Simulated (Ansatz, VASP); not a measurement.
## One calculation of SnTe, two programs

```xyz
2
Lattice="0.0000 3.1440 3.1440 3.1440 0.0000 3.1440 3.1440 3.1440 0.0000" Properties=species:S:1:pos:R:3 pbc="T T T"
Sn    0.0000    0.0000    0.0000
Te    3.1440    3.1440    3.1440
```

Alike in both runs: functional PBEsol; k mesh 10 × 10 × 10; occupations gaussian, width 0.01 eV; no spin polarisation.

Ansatz relaxed the structure, and its values are those at the end. VASP's run is a single point on that final structure, the one shown.

```csv
,VASP,Ansatz
version,VASP 6.6.1,Ansatz 0.2.0
potentials or method,"VASP PAW PBE potentials, release 64 (Sn_d, Te)","scalar-relativistic, plane waves, PAW"
plane-wave cutoff (eV),520,420
valence electrons in the cell,20,30
```

|  | VASP | Ansatz | Ansatz less VASP |
| --- | --- | --- | --- |
| gap on the k mesh at the Fermi level (eV) | 0.16 | 0.16 | -0.001 |
| least direct gap on the mesh (eV) | 0.16 | 0.16 | -0.001 |
| pressure (GPa) | 0.0 | 0.0 | +0.02 |

The two sets of potentials don't hold the same shells in valence.

Caveats: the PAW data sets were made with another functional, which shifts forces and pressure a little (VASP); spin-orbit coupling is left out, which moves the levels of the heavy elements.
